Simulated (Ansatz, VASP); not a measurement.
# Cross-check of GaN between VASP and Ansatz, part 2 of 2

Wanted: the spread between two codes on one cell, functional and k mesh. The cell is taken from a series of runs on this material, whose earlier steps may have relaxed, scaled, displaced or heated it; both programs get it as it stands.

VASP 6.6.1 and Ansatz 0.2.0.

So far: The starting structure; Ansatz: zone-centre phonons, LDA.

### Step 3. VASP: zone-centre phonons, LDA

Level of this step: LDA; plane waves and PAW (N, Ga_d) (VASP).

The same cell, functional (in two slightly different forms) and mesh now go to VASP, with its own data sets.

Lines of VASP's logs that name or quote its potential files are left out, and so is its time.

INCAR reads:

```
SYSTEM = GaN
PREC = Accurate
ENCUT = 600
EDIFF = 1E-08
NELM = 120
ISMEAR = 0
SIGMA = 0.01
LREAL = .FALSE.
ALGO = Normal
GGA = CA
NBANDS = 15
LORBIT = 11
LWAVE = .FALSE.
LCHARG = .FALSE.
ISIF = 2
IBRION = 8
LEPSILON = .TRUE.
LASPH = .TRUE.
GGA_COMPAT = .FALSE.
EFERMI = MIDGAP
KPAR = 2
```

POSCAR reads:

```
GaN
1.0
    0.0000000000      2.2944305863      2.1513456597
    2.2944305863      0.0000000000      2.1513456597
    2.2944305863      2.2944305863      0.0000000000
N Ga
1 1
Direct
    0.2500000000      0.2500000000      0.2500000000
    0.0000000000      0.0000000000      0.0000000000
```

KPOINTS reads:

```
Automatic mesh
0
Gamma
12 12 12
0 0 0
```

The projector-augmented-wave data sets are N and Ga_d (LDA family, release 64).

On the command line:

```sh
mpirun -np 2 vasp_std
```

Numbers of over 12 decimals in the logs are rounded to 6 here.

Log:

```text
[banner, memory and clock lines left out]
running    2 mpi-ranks, on    1 nodes
 distrk:  each k-point on    1 cores,    2 groups
 distr:  one band on    1 cores,    1 groups

 POSCAR found type information on POSCAR N Ga
 POSCAR found :  2 types and       2 ions
 LDA part: xc-table for (Slater(with rela. corr.)+CA(PZ))
 , standard interpolation
 POSCAR, INCAR and KPOINTS ok, starting setup
 FFT: planning ... GRIDC
 FFT: planning ... GRID_SOFT
 FFT: planning ... GRID
 WAVECAR not read
 entering main loop
       N       E                     dE             d eps       ncg     rms          rms(c)
DAV:   1     0.913576885722E+02    0.91358E+02   -0.10281E+04  5335   0.234E+03
DAV:   2    -0.898228002211E+01   -0.10034E+03   -0.92665E+02  5590   0.369E+02
DAV:   3    -0.158610074840E+02   -0.68787E+01   -0.68426E+01  5527   0.795E+01
DAV:   4    -0.159447293577E+02   -0.83722E-01   -0.83700E-01  6134   0.931E+00
DAV:   5    -0.159458014823E+02   -0.10721E-02   -0.10721E-02  5835   0.996E-01    0.751E+00
DAV:   6    -0.139737525996E+02    0.19720E+01   -0.52301E+00  7349   0.433E+01    0.266E+00
DAV:   7    -0.139448027976E+02    0.28950E-01   -0.26208E-01  5535   0.656E+00    0.167E+00
DAV:   8    -0.139204509004E+02    0.24352E-01   -0.76761E-02  5688   0.302E+00    0.733E-01
DAV:   9    -0.139167591305E+02    0.36918E-02   -0.12575E-02  6447   0.238E+00    0.222E-01
DAV:  10    -0.139168911911E+02   -0.13206E-03   -0.14975E-03  6107   0.529E-01    0.999E-02
DAV:  11    -0.139168132139E+02    0.77977E-04   -0.24891E-04  7427   0.304E-01    0.202E-02
DAV:  12    -0.139168150390E+02   -0.18251E-05   -0.18197E-05  5492   0.478E-02    0.843E-03
DAV:  13    -0.139168149744E+02    0.64605E-07   -0.71411E-07  7743   0.134E-02    0.459E-03
DAV:  14    -0.139168149737E+02    0.68439E-09   -0.84148E-08  5465   0.273E-03
   1 F= -.13916815E+02 E0= -.13916815E+02  d E =0.000000E+00
 Linear response reoptimize wavefunctions to high precision
DAV:   1    -0.139168149710E+02    0.27849E-08   -0.48078E-09  5757   0.604E-04
DAV:   2    -0.139168149710E+02   -0.72760E-11   -0.14833E-10  3222   0.103E-04
 Linear response G [H, r] |phi>, progress :
  Direction:   1
       N       E                     dE             d eps       ncg     rms
 LRF_COMMUTATOR internal error: the vector H(1)-e(1) S(1) |phi(0)> is not orthog
 onal to |phi(0)> (-1.010375820214016E-004,-5.967448757360216E-015)
 LRF_COMMUTATOR internal error: the vector H(1)-e(1) S(1) |phi(0)> is not orthog
 onal to |phi(0)> (1.022825235826863E-004,-9.686695889854491E-015)
 LRF_COMMUTATOR internal error: the vector H(1)-e(1) S(1) |phi(0)> is not orthog
 onal to |phi(0)> (1.274198911966479E-004,6.675215935558754E-015)
 LRF_COMMUTATOR internal error: the vector H(1)-e(1) S(1) |phi(0)> is not orthog
 onal to |phi(0)> (1.035599636088069E-004,-3.018071903504449E-014)
 LRF_COMMUTATOR internal error: the vector H(1)-e(1) S(1) |phi(0)> is not orthog
 onal to |phi(0)> (-1.092080635167747E-004,1.840194663316197E-014)
 LRF_COMMUTATOR internal error: the vector H(1)-e(1) S(1) |phi(0)> is not orthog
 onal to |phi(0)> (-1.054150391921749E-004,-4.038436252074007E-015)
 LRF_COMMUTATOR internal error: the vector H(1)-e(1) S(1) |phi(0)> is not orthog
 onal to |phi(0)> (-1.251353547451137E-004,1.693090112553364E-015)
 LRF_COMMUTATOR internal error: the vector H(1)-e(1) S(1) |phi(0)> is not orthog
 onal to |phi(0)> (1.325020467086470E-004,6.654399253847032E-015)
 LRF_COMMUTATOR internal error: the vector H(1)-e(1) S(1) |phi(0)> is not orthog
 onal to |phi(0)> (1.165524762069201E-004,1.774969060619469E-014)
 LRF_COMMUTATOR internal error: the vector H(1)-e(1) S(1) |phi(0)> is not orthog
 onal to |phi(0)> (-1.032526704545234E-004,3.053113317719180E-015)
 LRF_COMMUTATOR internal error: the vector H(1)-e(1) S(1) |phi(0)> is not orthog
 onal to |phi(0)> (-1.046357396081166E-004,-7.355227538141662E-015)
RMM:   1    -0.443211252206E+02   -0.44321E+02    0.19236E+01  5881   0.271E+02
 LRF_COMMUTATOR internal error: the vector H(1)-e(1) S(1) |phi(0)> is not orthog
 onal to |phi(0)> (1.035599636088069E-004,-3.018071903504449E-014)
 LRF_COMMUTATOR internal error: the vector H(1)-e(1) S(1) |phi(0)> is not orthog
 onal to |phi(0)> (-1.010375820214016E-004,-5.967448757360216E-015)
 LRF_COMMUTATOR internal error: the vector H(1)-e(1) S(1) |phi(0)> is not orthog
 onal to |phi(0)> (1.022825235826863E-004,-9.686695889854491E-015)
 LRF_COMMUTATOR internal error: the vector H(1)-e(1) S(1) |phi(0)> is not orthog
 onal to |phi(0)> (1.274198911966479E-004,6.675215935558754E-015)
 LRF_COMMUTATOR internal error: the vector H(1)-e(1) S(1) |phi(0)> is not orthog
 onal to |phi(0)> (-1.054150391921749E-004,-4.038436252074007E-015)
 LRF_COMMUTATOR internal error: the vector H(1)-e(1) S(1) |phi(0)> is not orthog
 onal to |phi(0)> (-1.092080635167747E-004,1.840194663316197E-014)
 LRF_COMMUTATOR internal error: the vector H(1)-e(1) S(1) |phi(0)> is not orthog
 onal to |phi(0)> (-1.251353547451137E-004,1.693090112553364E-015)
[...]
RMM:   8    -0.318411863742E+00    0.48185E-08    0.73021E-08  8437   0.728E-04
 change of polarisation eV/A/(eV/A) component  3 :     0.208    -0.133     0.637
 dielectric tensor                  component  3 :     1.658    -1.063     6.087
 Linear response to external field, progress :
  Direction:   1
[...]
RMM:   5    -0.320808034184E+00   -0.12783E-03   -0.25442E-04 17551   0.139E-01    0.274E-02
RMM:   6    -0.320937631622E+00   -0.12960E-03   -0.19446E-05 17396   0.336E-02    0.791E-03
RMM:   7    -0.321113773056E+00   -0.17614E-03   -0.29323E-06 17274   0.117E-02    0.100E-03
RMM:   8    -0.321104556105E+00    0.92170E-05   -0.44798E-07 17741   0.316E-03    0.151E-04
RMM:   9    -0.321109498750E+00   -0.49426E-05   -0.11753E-07 17802   0.848E-04    0.932E-05
RMM:  10    -0.321107149073E+00    0.23497E-05   -0.42251E-08 17113   0.324E-04    0.307E-05
RMM:  11    -0.321107514954E+00   -0.36588E-06   -0.61507E-10 12033   0.104E-04    0.772E-06
 change of polarisation eV/A/(eV/A) component  3 :     0.173     0.022     0.609
 dielectric tensor                  component  3 :     1.385     0.175     5.865
 Linear response DOF=           4
 Linear response progress:
  Degree of freedom:   1/  4
       N       E                     dE             d eps       ncg     rms          rms(c)
RMM:   1    -0.235651659955E+00   -0.23565E+00    0.90493E-02 33744   0.397E+00
RMM:   2    -0.226469900877E+00    0.91818E-02   -0.84185E-03 24700   0.104E+00    0.141E-01
RMM:   3    -0.227536875439E+00   -0.10670E-02   -0.15654E-03 27341   0.334E-01    0.690E-02
RMM:   4    -0.228703980147E+00   -0.11671E-02   -0.34986E-04 27305   0.131E-01    0.172E-02
RMM:   5    -0.228772761879E+00   -0.68782E-04   -0.12075E-05 28112   0.306E-02    0.305E-03
RMM:   6    -0.228725286257E+00    0.47476E-04   -0.87296E-07 27469   0.806E-03    0.129E-03
RMM:   7    -0.228720476308E+00    0.48099E-05   -0.41686E-08 28902   0.197E-03    0.343E-04
RMM:   8    -0.228717586510E+00    0.28898E-05   -0.77856E-09 28388   0.576E-04    0.319E-05
RMM:   9    -0.228717281794E+00    0.30472E-06   -0.22304E-09 29128   0.161E-04    0.921E-06
RMM:  10    -0.228717414831E+00   -0.13304E-06   -0.16178E-09 28602   0.642E-05    0.139E-06
RMM:  11    -0.228717405305E+00    0.95263E-08   -0.15953E-09 28179   0.315E-05    0.379E-07
 first order change of Fermi-energy   0.19907E-03
 force on displaced ion       1 direction 1 : -12.530   0.000  -0.000
 Born effective charge ion    1 direction 1 :  -2.685   0.000   0.000
 Linear response progress:
  Degree of freedom:   2/  4
       N       E                     dE             d eps       ncg     rms          rms(c)
RMM:   1    -0.234543843422E+00   -0.23454E+00    0.94641E-02 19208   0.388E+00
RMM:   2    -0.226880886577E+00    0.76630E-02   -0.76419E-03 14448   0.997E-01    0.138E-01
RMM:   3    -0.227965537546E+00   -0.10847E-02   -0.14467E-03 16088   0.321E-01    0.687E-02
RMM:   4    -0.229133254596E+00   -0.11677E-02   -0.31204E-04 15886   0.125E-01    0.177E-02
RMM:   5    -0.229227809443E+00   -0.94555E-04   -0.11680E-05 16586   0.300E-02    0.304E-03
RMM:   6    -0.229168040351E+00    0.59769E-04   -0.91657E-07 15994   0.791E-03    0.133E-03
RMM:   7    -0.229160529632E+00    0.75107E-05   -0.40711E-08 17055   0.198E-03    0.150E-04
RMM:   8    -0.229159046464E+00    0.14832E-05   -0.52246E-09 16638   0.499E-04    0.239E-05
RMM:   9    -0.229158708592E+00    0.33787E-06   -0.88610E-10 16860   0.146E-04    0.100E-05
RMM:  10    -0.229158830849E+00   -0.12226E-06   -0.85109E-10 16749   0.576E-05    0.130E-06
RMM:  11    -0.229158845201E+00   -0.14352E-07   -0.46206E-10 16524   0.261E-05    0.583E-07
RMM:  12    -0.229158839558E+00    0.56438E-08   -0.74474E-10 14446   0.171E-05    0.132E-07
 first order change of Fermi-energy   0.13593E-02
 force on displaced ion       1 direction 3 :  -0.000  -0.000 -11.696
 Born effective charge ion    1 direction 3 :   0.000   0.000  -2.570
 Linear response progress:
  Degree of freedom:   3/  4
       N       E                     dE             d eps       ncg     rms          rms(c)
RMM:   1    -0.163593437378E+00   -0.16359E+00    0.23729E-01 18309   0.905E+00
RMM:   2    -0.161276204620E+00    0.23172E-02   -0.33021E-02 27935   0.165E+00    0.553E-02
RMM:   3    -0.161452217913E+00   -0.17601E-03   -0.25563E-03 28235   0.401E-01    0.335E-02
RMM:   4    -0.161053666864E+00    0.39855E-03   -0.17285E-04 29704   0.111E-01    0.353E-03
RMM:   5    -0.161064581848E+00   -0.10915E-04   -0.12114E-05 30404   0.321E-02    0.210E-03
RMM:   6    -0.161059143933E+00    0.54379E-05   -0.12665E-06 30539   0.103E-02    0.341E-04
RMM:   7    -0.161059380503E+00   -0.23657E-06   -0.16165E-07 30869   0.357E-03    0.279E-04
RMM:   8    -0.161059312936E+00    0.67567E-07   -0.69132E-09 30265   0.128E-03    0.191E-05
RMM:   9    -0.161059424067E+00   -0.11113E-06   -0.23284E-09 31158   0.472E-04    0.965E-06
RMM:  10    -0.161059411344E+00    0.12723E-07   -0.11560E-07 30999   0.186E-04    0.342E-06
RMM:  11    -0.161059390033E+00    0.21311E-07    0.12829E-08 30822   0.841E-05    0.195E-06
RMM:  12    -0.161059372273E+00    0.17760E-07    0.39486E-08 30541   0.467E-05    0.674E-07
RMM:  13    -0.161059370755E+00    0.15178E-08   -0.54535E-09 29106   0.317E-05    0.166E-07
 first order change of Fermi-energy  -0.66711E-05
 force on displaced ion       2 direction 1 : -12.535  -0.000  -0.000
 Born effective charge ion    2 direction 1 :   2.684   0.000   0.000
 Linear response progress:
  Degree of freedom:   4/  4
       N       E                     dE             d eps       ncg     rms          rms(c)
RMM:   1    -0.162443196971E+00   -0.16244E+00    0.29085E-01 10719   0.915E+00
RMM:   2    -0.160831046342E+00    0.16122E-02   -0.33555E-02 16271   0.164E+00    0.535E-02
RMM:   3    -0.160948887218E+00   -0.11784E-03   -0.21342E-03 16636   0.372E-01    0.324E-02
RMM:   4    -0.160550919089E+00    0.39797E-03   -0.12041E-04 17264   0.105E-01    0.316E-03
RMM:   5    -0.160562360715E+00   -0.11442E-04   -0.67554E-06 17925   0.310E-02    0.188E-03
RMM:   6    -0.160558419866E+00    0.39408E-05    0.13881E-06 17873   0.989E-03    0.322E-04
RMM:   7    -0.160558692845E+00   -0.27298E-06    0.12991E-06 18042   0.343E-03    0.135E-04
RMM:   8    -0.160558792549E+00   -0.99705E-07    0.52863E-07 18058   0.120E-03    0.372E-05
RMM:   9    -0.160558631757E+00    0.16079E-06   -0.31313E-08 17929   0.446E-04    0.814E-06
RMM:  10    -0.160558558342E+00    0.73415E-07    0.95324E-08 18242   0.178E-04    0.257E-06
RMM:  11    -0.160558551907E+00    0.64352E-08    0.37131E-09 18061   0.780E-05    0.608E-07
 first order change of Fermi-energy   0.16630E-04
 force on displaced ion       2 direction 3 :   0.000   0.000 -11.697
 Born effective charge ion    2 direction 3 :   0.000   0.000   2.569
 Born effective charges drift removed
 Linear response finished
```

Parts of OUTCAR (step 3):

```text
ion  position               nearest neighbor table
   1  0.250  0.250  0.250-   2 1.95   2 1.95   2 1.95   2 1.95
   2  0.000  0.000  0.000-   1 1.95   1 1.95   1 1.95   1 1.95

  LATTYP: Found a body centered tetragonal cell.
 ALAT       =     3.2448148531
 C/A-ratio  =     1.3260205942

 Subroutine GETGRP returns: Found  8 space group operations
 (whereof  8 operations were pure point group operations)

The static configuration has the point symmetry D_2d.

 Found    163 irreducible k-points:

   k-points           NKPTS =    163   k-points in BZ     NKDIM =    163   number of bands    NBANDS=     15

   dimension x,y,z NGX =    28 NGY =   28 NGZ =   28
   dimension x,y,z NGXF=    56 NGYF=   56 NGZF=   56

   ENCUT  =  600.0 eV  44.10 Ry    6.64 a.u.   6.28  6.28  6.48*2*pi/ulx,y,z

   NELECT =      18.0000    total number of electrons

 k-points in reciprocal lattice and weights: Automatic mesh
   0.00000000  0.00000000  0.00000000       0.001
   0.08333333  0.00000000  0.00000000       0.005
   0.16666667  0.00000000  0.00000000       0.005
   0.25000000 -0.00000000  0.00000000       0.005
   0.33333333  0.00000000  0.00000000       0.005
   0.41666667  0.00000000  0.00000000       0.005
   0.50000000 -0.00000000  0.00000000       0.002
   0.08333333  0.08333333  0.00000000       0.001
   0.16666667  0.08333333  0.00000000       0.005
[...]
-0.33333333  0.16666667  0.50000000       0.002
  -0.25000000  0.25000000  0.50000000       0.001

 average (electrostatic) potential at core
       1 -61.8913       2 -64.6465

  Total       -0.9137505     -0.9137505      0.1180115      0.0000000      0.0000000     -0.0000000
  in kB      -64.6320826    -64.6320826      8.3472751      0.0000000      0.0000000     -0.0000000
  external PRESSURE =     -40.3056300 kB  Pullay stress =       0.0000000 kB

  energy-cutoff  :      600.00
  volume of cell :       22.65
      direct lattice vectors                 reciprocal lattice vectors
     0.000000000  2.294430586  2.151345660    -0.217918992  0.217918992  0.232412675
     2.294430586  0.000000000  2.151345660     0.217918992 -0.217918992  0.232412675
     2.294430586  2.294430586  0.000000000     0.217918992  0.217918992 -0.232412675

 POSITION                                       TOTAL-FORCE (eV/Angst)
 -----------------------------------------------------------------------------------
      1.14722      1.14722      1.07567         0.000000      0.000000      0.000000
      0.00000      0.00000      0.00000        -0.000000     -0.000000     -0.000000
 -----------------------------------------------------------------------------------
    total drift:                                0.000001      0.000001     -0.000001

 MACROSCOPIC STATIC DIELECTRIC TENSOR (including local field effects in DFT)
 ------------------------------------------------------
           5.934022     0.000000     0.000000
          -0.000000     5.934022     0.000000
           0.000000    -0.000000     5.864525
 ------------------------------------------------------

 PIEZOELECTRIC TENSOR (including local field effects)  for field in x, y, z        (C/m^2)
          XX          YY          ZZ          XY          YZ          ZX
  --------------------------------------------------------------------------------
  x    -0.00000     0.00000    -0.00000     0.00000    -0.98756     0.00000
  y     0.00000    -0.00000     0.00000     0.00000     0.00000    -0.98756
  z     0.00000     0.00000     0.00000    -1.06608     0.00000     0.00000

 BORN EFFECTIVE CHARGES (including local field effects) (in |e|, cummulative output)
 ---------------------------------------------------------------------------------
 ion    1
    1    -2.68423    -0.00000    -0.00000
    2     0.00000    -2.68423    -0.00000
    3     0.00000     0.00000    -2.56961
 ion    2
    1     2.68423     0.00000     0.00000
    2     0.00000     2.68423     0.00000
    3     0.00000     0.00000     2.56961

 Eigenvectors and eigenvalues of the dynamical matrix
 ----------------------------------------------------

   1 f  =   16.207086 THz   101.832124 2PiTHz  540.610194 cm-1    67.027091 meV
             X         Y         Z           dx          dy          dz
      1.147215  1.147215  1.075673     0.000000   -0.912536    0.000000
      0.000000  0.000000  0.000000     0.000000    0.408997    0.000000

   2 f  =   16.207086 THz   101.832124 2PiTHz  540.610194 cm-1    67.027091 meV
             X         Y         Z           dx          dy          dz
      1.147215  1.147215  1.075673    -0.912536   -0.000000    0.000000
      0.000000  0.000000  0.000000     0.408997   -0.000000    0.000000

   3 f  =   15.657577 THz    98.379456 2PiTHz  522.280539 cm-1    64.754505 meV
             X         Y         Z           dx          dy          dz
      1.147215  1.147215  1.075673     0.000000    0.000000    0.912554
      0.000000  0.000000  0.000000     0.000000    0.000000   -0.408957

   4 f/i=    0.000379 THz     0.002381 2PiTHz    0.012641 cm-1     0.001567 meV
             X         Y         Z           dx          dy          dz
      1.147215  1.147215  1.075673     0.000000    0.000000   -0.408957
      0.000000  0.000000  0.000000     0.000000    0.000000   -0.912554

   5 f/i=    0.001091 THz     0.006858 2PiTHz    0.036406 cm-1     0.004514 meV
             X         Y         Z           dx          dy          dz
      1.147215  1.147215  1.075673    -0.156068   -0.378049    0.000000
      0.000000  0.000000  0.000000    -0.348212   -0.843487    0.000000

   6 f/i=    0.001091 THz     0.006858 2PiTHz    0.036406 cm-1     0.004514 meV
             X         Y         Z           dx          dy          dz
      1.147215  1.147215  1.075673     0.378049   -0.156068    0.000000
      0.000000  0.000000  0.000000     0.843487   -0.348212    0.000000

 MACROSCOPIC STATIC DIELECTRIC TENSOR IONIC CONTRIBUTION
 ------------------------------------------------------
           4.592706    -0.000000    -0.000000
          -0.000000     4.592706    -0.000000
          -0.000000    -0.000000     4.509820
 ------------------------------------------------------

 ELASTIC MODULI CONTR FROM IONIC RELAXATION (kBar)
 Direction    XX          YY          ZZ          XY          YZ          ZX
 --------------------------------------------------------------------------------
 XX           0.0000      0.0000      0.0000      0.0000      0.0000      0.0000
 YY           0.0000      0.0000      0.0000      0.0000      0.0000      0.0000
 ZZ           0.0000      0.0000      0.0000      0.0000      0.0000      0.0000
 XY           0.0000      0.0000      0.0000   -325.1547      0.0000      0.0000
 YZ           0.0000      0.0000      0.0000      0.0000   -340.6290      0.0000
 ZX           0.0000      0.0000      0.0000      0.0000      0.0000   -331.7187
 --------------------------------------------------------------------------------

 PIEZOELECTRIC TENSOR IONIC CONTR  for field in x, y, z        (C/m^2)
          XX          YY          ZZ          XY          YZ          ZX
  --------------------------------------------------------------------------------
  x     0.00000     0.00000     0.00000    -0.00000     1.17692    -0.00000
  y     0.00000     0.00000     0.00000    -0.00000    -0.00000     1.16143
  z     0.00000     0.00000     0.00000     1.13945    -0.00000    -0.00000
```

### Step 4. Comparison

Known differences besides the potentials themselves: the two LDA forms differ slightly; fixed occupations in Ansatz, narrow Gaussian smearing in VASP; VASP's response is taken on the typed mesh, Ansatz refines its own for the field response alone; the cutoff is 420 eV in Ansatz and 600 eV in VASP; VASP's log shows a relativistic correction to its local exchange, Ansatz's none; VASP's log repeats an internal error in its field response. Total energies have different zeros and are not compared.

The two programs side by side:

| quantity | Ansatz | VASP | difference |
| --- | --- | --- | --- |
| ε∞ xx | 5.97 | 5.93 | +0.65 % |
| ε∞ yy | 5.97 | 5.93 | +0.65 % |
| ε∞ zz | 5.88 | 5.86 | +0.19 % |
| Born charge of N1 (mean of the diagonal) (e) | -2.65 | -2.65 | -0.01 |
| Born charge of Ga2 (mean of the diagonal) (e) | 2.65 | 2.65 | +0.01 |
| optical mode 1 (cm⁻¹) | 517.9 | 522.3 | -0.85 % |
| optical mode 2 to 3 (cm⁻¹) | 535.2 | 540.6 | -1.00 % |

Modes are paired by rising frequency, not by their patterns, so a pair may set unlike modes beside each other; they are those without the splitting of longitudinal modes.

### Step 5. Outcome

```yaml
r_m_s_difference_of_the_optical_zone_centre_modes_each_program_s_sorted_by_frequency_zone_centre_phonons_lda: 5.1 cm⁻¹
difference_in_optical_mode_2_to_3_zone_centre_phonons_lda: -1.0 %
```

The r.m.s. difference of the optical zone-centre modes, each program's sorted by frequency is 5.1 cm⁻¹ (zone-centre phonons, LDA). Among the rows given in per cent, the largest difference of the zone-centre phonons, LDA pair is in optical mode 2 to 3, -1.0 %. Such differences can come from data sets, numerical settings and the points named under the comparisons, not from the functional's error against experiment.

[Lines on the potential files, build, host, timing and source positions are cut from VASP's logs without a mark.]

[Logs are printed without paths, hosts, clocks, repeated set-up lines and the standing remarks that a program may print on its own settings, such as how far it seeks lower states.]

[Hosts, paths, dates, database ids (printed as entryN), source tags and the programs' standing remarks are cut or masked in the printed files.]
